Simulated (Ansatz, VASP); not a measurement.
# One calculation of TiAl5, two programs

```xyz
6
Lattice="5.2383 0.0000 0.0000 -2.6192 4.5365 0.0000 0.0000 0.0000 4.3906" Properties=species:S:1:pos:R:3 pbc="T T T"
Ti    0.0000    0.0000    0.0000
Al   -1.3096    2.2683    2.1953
Al    0.0000    3.0244    0.0000
Al    2.6192    1.5122    0.0000
Al    2.6192    0.0000    2.1953
Al    1.3096    2.2683    2.1953
```

Change from the starting cell: species swapped into the TbCu5 type (P6/mmm, No. 191).

Alike in both runs: functional PBE; k mesh 6 × 6 × 4; occupations gaussian, width 0.1 eV; no spin polarisation.

Ansatz relaxed the structure, and its values are those at the end. VASP's run is a single point on that final structure, the one shown.

```csv
,VASP,Ansatz
version,VASP 6.6.1,Ansatz 0.2.0
potentials or method,"VASP PAW PBE potentials, release 64 (Ti_sv, Al)","scalar-relativistic, plane waves, PAW"
plane-wave cutoff (eV),520,420
valence electrons in the cell,27,27
```

|  | VASP | Ansatz | Ansatz less VASP |
| --- | --- | --- | --- |
| gap on the k mesh at the Fermi level (eV) | none | none | - |
| pressure (GPa) | 0.2 | 0.2 | +0.01 |

A gap of «none» marks a metal or a gap that the smearing closes.
